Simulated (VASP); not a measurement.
A run of VASP 6.6.1 is set up as follows.

INCAR

```
SYSTEM = Ta
ALGO = Normal
EDIFF = 1E-6
ENCUT = 600
ICORELEVEL = 1
ISIF = 2
ISMEAR = 1
IVDW = 12
LASPH = .TRUE.
LCHARG = .FALSE.
LMIXTAU = .TRUE.
LREAL = .FALSE.
LWAVE = .FALSE.
METAGGA = RSCAN
NELM = 80
PREC = Accurate
SIGMA = 0.2
VDW_A1 = 0.47023427
VDW_A2 = 5.73408312
VDW_S6 = 1.0
VDW_S8 = 1.08859014
```

Contents of Ta.cif:

```cif
data_Ta
_cell_length_a 3.34601972
_cell_length_b 3.34601972
_cell_length_c 3.34601972
_cell_angle_alpha 90.00000000
_cell_angle_beta 90.00000000
_cell_angle_gamma 90.00000000
_space_group_name_H-M_alt 'Im-3m'
_space_group_name_Hall '-I 4 2 3'
_space_group_IT_number 229
loop_
_space_group_symop_operation_xyz
'x,y,z'
'-x,-y,-z'
'-y,x,z'
'y,-x,-z'
'-x,-y,z'
'x,y,-z'
'y,-x,z'
'-y,x,-z'
'x,-y,-z'
'-x,y,z'
'-y,-x,-z'
'y,x,z'
'-x,y,-z'
'x,-y,z'
'y,x,-z'
'-y,-x,z'
'z,x,y'
'-z,-x,-y'
'z,-y,x'
'-z,y,-x'
'z,-x,-y'
'-z,x,y'
'z,y,-x'
'-z,-y,x'
'-z,x,-y'
'z,-x,y'
'-z,-y,-x'
'z,y,x'
'-z,-x,y'
'z,x,-y'
'-z,y,x'
'z,-y,-x'
'y,z,x'
'-y,-z,-x'
'x,z,-y'
'-x,-z,y'
'-y,z,-x'
'y,-z,x'
'-x,z,y'
'x,-z,-y'
'-y,-z,x'
'y,z,-x'
'-x,-z,-y'
'x,z,y'
'y,-z,-x'
'-y,z,x'
'x,-z,y'
'-x,z,-y'
'x+1/2,y+1/2,z+1/2'
'-x+1/2,-y+1/2,-z+1/2'
'-y+1/2,x+1/2,z+1/2'
'y+1/2,-x+1/2,-z+1/2'
'-x+1/2,-y+1/2,z+1/2'
'x+1/2,y+1/2,-z+1/2'
'y+1/2,-x+1/2,z+1/2'
'-y+1/2,x+1/2,-z+1/2'
'x+1/2,-y+1/2,-z+1/2'
'-x+1/2,y+1/2,z+1/2'
'-y+1/2,-x+1/2,-z+1/2'
'y+1/2,x+1/2,z+1/2'
'-x+1/2,y+1/2,-z+1/2'
'x+1/2,-y+1/2,z+1/2'
'y+1/2,x+1/2,-z+1/2'
'-y+1/2,-x+1/2,z+1/2'
'z+1/2,x+1/2,y+1/2'
'-z+1/2,-x+1/2,-y+1/2'
'z+1/2,-y+1/2,x+1/2'
'-z+1/2,y+1/2,-x+1/2'
'z+1/2,-x+1/2,-y+1/2'
'-z+1/2,x+1/2,y+1/2'
'z+1/2,y+1/2,-x+1/2'
'-z+1/2,-y+1/2,x+1/2'
'-z+1/2,x+1/2,-y+1/2'
'z+1/2,-x+1/2,y+1/2'
'-z+1/2,-y+1/2,-x+1/2'
'z+1/2,y+1/2,x+1/2'
'-z+1/2,-x+1/2,y+1/2'
'z+1/2,x+1/2,-y+1/2'
'-z+1/2,y+1/2,x+1/2'
'z+1/2,-y+1/2,-x+1/2'
'y+1/2,z+1/2,x+1/2'
'-y+1/2,-z+1/2,-x+1/2'
'x+1/2,z+1/2,-y+1/2'
'-x+1/2,-z+1/2,y+1/2'
'-y+1/2,z+1/2,-x+1/2'
'y+1/2,-z+1/2,x+1/2'
'-x+1/2,z+1/2,y+1/2'
'x+1/2,-z+1/2,-y+1/2'
'-y+1/2,-z+1/2,x+1/2'
'y+1/2,z+1/2,-x+1/2'
'-x+1/2,-z+1/2,-y+1/2'
'x+1/2,z+1/2,y+1/2'
'y+1/2,-z+1/2,-x+1/2'
'-y+1/2,z+1/2,x+1/2'
'x+1/2,-z+1/2,y+1/2'
'-x+1/2,z+1/2,-y+1/2'
loop_
_atom_site_label
_atom_site_type_symbol
_atom_site_symmetry_multiplicity
_atom_site_Wyckoff_symbol
_atom_site_fract_x
_atom_site_fract_y
_atom_site_fract_z
_atom_site_occupancy
Ta1 Ta 2 a 0.0000000000 0.0000000000 0.0000000000 1
```

File KPOINTS:

```
k-points
0
G
  8 8 8
  0 0 0
```

The input POSCAR:

```
Ta
 1.0000000000000000
     3.3460197200000001    0.0000000000000000    0.0000000000000000
     0.0000000000000000    3.3460197200000001    0.0000000000000000
     0.0000000000000000    0.0000000000000000    3.3460197200000001
 Ta 
   2
Cartesian
  0.0000000000000000  0.0000000000000000  0.0000000000000000
  1.6730098600000001  1.6730098600000001  1.6730098600000001
```

Potentials or basis: VASP PAW PBE potentials, release 64 (Ta_sv_GW).

Run with:

```bash
$ ase convert -i cif -o vasp Ta.cif POSCAR
$ cat potpaw_PBE.64/Ta_sv_GW/POTCAR > POTCAR
$ mpirun -np 1 vasp_std > vasp.out
```

What does it give for the dispersion energy per atom?

-0.388 eV.

Estimate the pressure.

-11.3 GPa.

What does it give for the band gap on the k mesh?

None (metal or under the smearing width).

Core levels (eV, on the scale of the bands):
```csv
atom,levels
1 Ta,"1s -67513.8, 2s -11627.1, 2p -10196.2, 3s -2669.5, 3p -2242.6, 3d -1745.7, 4s -542.9, 4p -401.9, 4d -221.0, 4f -19.9"
2 Ta,"1s -67513.8, 2s -11627.1, 2p -10196.2, 3s -2669.5, 3p -2242.6, 3d -1745.7, 4s -542.9, 4p -401.9, 4d -221.0, 4f -19.9"
```

Caveat: the PAW data sets were made with another functional, which shifts forces and pressure a little; pairwise dispersion overbinds metals, which lowers pressure and volume. Spin-orbit coupling is left out, which matters for the levels of Ta.
